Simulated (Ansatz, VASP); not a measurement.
## One calculation of TiB2, two programs

```
Ti B
1.0
     3.00887    0.00000    0.00000
    -1.50443    2.60576    0.00000
     0.00000    0.00000    3.20673
Ti B
1 2
Cartesian
  0.0000 0.0000 0.0000
  1.5044 0.8686 1.6034
  0.0000 1.7372 1.6034
```

Alike in both runs: task single point; functional r2SCAN; k mesh 10 × 10 × 8; occupations fermi-dirac, width 0.05 eV; no spin polarisation.

```csv
,VASP,Ansatz
version,VASP 6.6.1,Ansatz 0.2.0
potentials or method,"VASP PAW PBE potentials, release 64 (Ti_sv, B)",Ansatz PAW
plane-wave cutoff (eV),520,500
valence electrons in the cell,18,18
```

VASP gave:

```
gap on the k mesh at the Fermi level (eV)       : none
pressure (GPa)                                  : 5.2
largest component of the traceless stress (GPa) : 0.31
```

Question: Estimate Ansatz's values.

Answer: gap on the k mesh at the Fermi level (eV): none; pressure (GPa): 4.3; largest component of the traceless stress (GPa): 0.40.

A gap of «none» marks a metal or a gap that the smearing closes.

Caveats: the PAW data sets were made with another functional, which shifts forces and pressure a little (VASP); the PAW data sets come from PBE, with cores solved anew for the run's functional, which leaves a small shift of forces and pressure (Ansatz).
